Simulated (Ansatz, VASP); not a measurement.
## Two plane-wave programs on WC2

INCAR

```
PREC = Accurate ; ENCUT = 600
EDIFF = 1E-6 ; ISMEAR = 0
SIGMA = 0.1 ; LREAL = F
LASPH = T ; NELM = 100
ALGO = Normal ; ISIF = 3
LWAVE = F ; LCHARG = F
GGA = PS ; IBRION = 2
NSW = 80 ; EDIFFG = -0.05
```

The input KPOINTS:

```
regular mesh
0
Gamma
  10 10 10
```

Contents of POSCAR:

```
WC2
1.0
   -1.4170614643      1.4170614643      3.4743379546
    1.4170614643     -1.4170614643      3.4743379546
    1.4170614643      1.4170614643     -3.4743379546
C W
2 1
Direct
    0.3350596647      0.3350596647      0.0000000000
    0.6649403353      0.6649403353      0.0000000000
    0.0000000000      0.0000000000      0.0000000000
```

Input for Ansatz:

```yaml
crystal:
  lattice:
    - [-1.4170614643, 1.4170614643, 3.4743379546]
    - [1.4170614643, -1.4170614643, 3.4743379546]
    - [1.4170614643, 1.4170614643, -3.4743379546]
  atoms:
    - { symbol: C, position: [0.3350596647, 0.3350596647, 0.0] }
    - { symbol: C, position: [0.6649403353, 0.6649403353, 0.0] }
    - { symbol: W, position: [0.0, 0.0, 0.0] }
basis:
  ecutwfc: 420
kpoints:
  mp_grid: { grid: [10, 10, 10] }
hamiltonian:
  xc: pbesol
scf:
  occupations: { method: gaussian, width: 0.1 }
output:
  forces: true
  stress: true
  eigenvalues: true
relax:
  adjacent_minimum: "off"
  f_tol: 0.05
  max_steps: 60
  cell: { stress_tol: 0.5 }
```

Alike in both runs: task relaxation of cell and atoms; functional PBEsol; k mesh 10 × 10 × 10; occupations gaussian, width 0.1 eV; no spin polarisation.

```csv
,VASP,Ansatz
version,VASP 6.6.1,Ansatz 0.2.0
potentials or method,"VASP PAW PBE potentials, release 64 (C, W_sv)","scalar-relativistic, plane waves, PAW"
plane-wave cutoff (eV),600,420
valence electrons in the cell,22,22
```

```tsv
	VASP	Ansatz	Ansatz less VASP
gap on the k mesh at the Fermi level, each at its own relaxed structure (eV)	none	none	-
relaxed volume (Å³/atom)	9.05	9.01	-0.039
relaxed cell length with the largest relative difference (Å)	3.658	3.656	-0.0021
energy change over the relaxation (meV/atom)	-188	-197	-9.7
```

A gap of «none» marks a metal or a gap that the smearing closes.

Caveats: the PAW data sets were made with another functional, which shifts forces and pressure a little (VASP). The runs have no spin-orbit coupling, so splittings on W are missing.
